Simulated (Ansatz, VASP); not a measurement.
# ZrC: VASP beside Ansatz

```xyz
2
Lattice="0.0000 2.3737 2.3502 2.3737 0.0000 2.3502 2.3737 2.3737 0.0000" Properties=species:S:1:pos:R:3 pbc="T T T"
Zr    2.3737    2.3737    2.3502
C     0.0000    0.0000    0.0000
```

Change from the starting cell: equal xx and yy strain of +1 %.

Alike in both runs: task single point; functional PBEsol; k mesh 15 × 15 × 15; occupations fermi-dirac, width 0.05 eV; no spin polarisation.

|  | VASP | Ansatz |
| --- | --- | --- |
| version | VASP 6.6.1 | Ansatz 0.2.0 |
| potentials or method | VASP PAW PBE potentials, release 64 (Zr_sv, C), cutoff 520 eV | all-electron LAPW, scalar-relativistic |

```tsv
	VASP	Ansatz	Ansatz less VASP
pressure (GPa)	-8.4	-8.6	-0.28
largest component of the traceless stress (GPa)	2.19	2.17	-0.020
```

Ansatz ran all-electron here, so the differences hold the error of VASP's frozen core and of both bases.

Caveats: the PAW data sets were made with another functional, which shifts forces and pressure a little (VASP).
